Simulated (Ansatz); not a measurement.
A surface is cut from this relaxed crystal of SnSe2:

```xyz
3
Lattice="3.8193 0.0000 0.0000 -1.9097 3.3076 0.0000 0.0000 0.0000 6.1458" Properties=species:S:1:pos:R:3 pbc="T T T"
Sn    0.0000    0.0000    0.0000
Se    0.0000    2.2051    1.5857
Se    1.9097    1.1025    4.5602
```

Miller indices refer to the conventional cell of P-3m1 (No. 164), a = 3.819 Å, b = 3.819 Å, c = 6.146 Å, α = 90.00°, β = 90.00°, γ = 120.00°. The bulk's gap is 0.46 eV.

Consider the (001) slab of 4 planes, 6.1 Å thick with 15 Å of vacuum as cut; outer planes Sn (top) and Sn (bottom), all atoms relaxed.

Computed with DFT PBEsol, scalar-relativistic, plane waves, PAW (Ansatz 0.2.0). Cutoff 420 eV; k points 9×9×1 on the computed 4-atom cell (Γ-centred); Gaussian smearing, width 0.05 eV; no spin polarisation. The cell repeats along c with a dipole correction in the vacuum.

The slab isn't stoichiometric (SnSe), so its surface energy depends on the chemical potentials; it is given with the excess atoms taken from the element's standard state, a limit at which the compound may itself be unstable, so the figure can be too low. The slab's middle planes relax by over 3 % too, so it holds no bulk-like region.

Task: Give the surface energy with the excess atoms taken from the elements.

Result: -0.02 J/m².

Task: Predict the gap of the slab on the mesh.

Result: 1.58 eV.

Task: The top two planes lie 1.586 Å apart in the bulk. How does relaxation change this?

Result: The spacing becomes 1.569 Å (-1.1 %).

An odd mesh misses points on the zone edge, so a gap read on it can be too wide. Each cell of SnSe2 holds layers, and where no dispersion correction was added their binding is poorly described. Gaps are read on the k points sampled, so a band crossing between them can be missed.